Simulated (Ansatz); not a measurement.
Runs of Ansatz 0.2.0 on SnO. It takes space group P4/nmm (No. 129, tetragonal). Conventional cell: a = 3.814 Å, b = 3.814 Å, c = 4.887 Å, α = 90.00°, β = 90.00°, γ = 90.00°. Around Sn (site symmetry 4mm) lie 4 O at 2.23 Å. O (site symmetry -4m2) has 4 Sn at 2.23 Å as nearest neighbours. The cell is a database's computed one.

```tsv
task	level	cell	k mesh	smearing	atoms under strain	gap on the mesh (eV)	pressure (GPa)	largest force (eV/Å)
phonons	LDA	as given	5 × 5 × 5	fixed	-	0.64	-	-
elastic constants	LDA	as given	5 × 5 × 5	fixed	relaxed	0.73	-2.5	-
single point	PBE	as given	7 × 7 × 6	gaussian 0.029 eV	-	0.37	3.6	0.37
single point	PBE	as given	7 × 7 × 6	gaussian 0.03 eV	-	0.37	3.6	0.37
relaxation of cell and atoms	BLYP+D4	relaxed	7 × 7 × 6	fermi-dirac 0.05 eV	-	(a)	0.0	-
```

Alike in all rows: potentials or basis Ansatz PAW; no spin polarisation; cutoff (eV) 420.

**Question.** Estimate the missing entries.

**Answer.** (a) 0.67.

Caveats: odd divisions of the mesh miss points on the zone boundary, where band edges often lie, so the gap on the mesh can be too wide; spin-orbit coupling is left out, which moves the levels of the heavy elements; the PAW data sets come from PBE, with cores solved anew for the run's functional, which leaves a small shift of forces and pressure (some runs); the gap is small at this level, which inflates the dielectric constant (some runs); the plane-wave basis is chosen anew once the cell has moved, so the energies of steps on either side of that aren't comparable (some runs).

A k mesh can miss the band edges, and the runs leave out spin-orbit coupling on Sn.
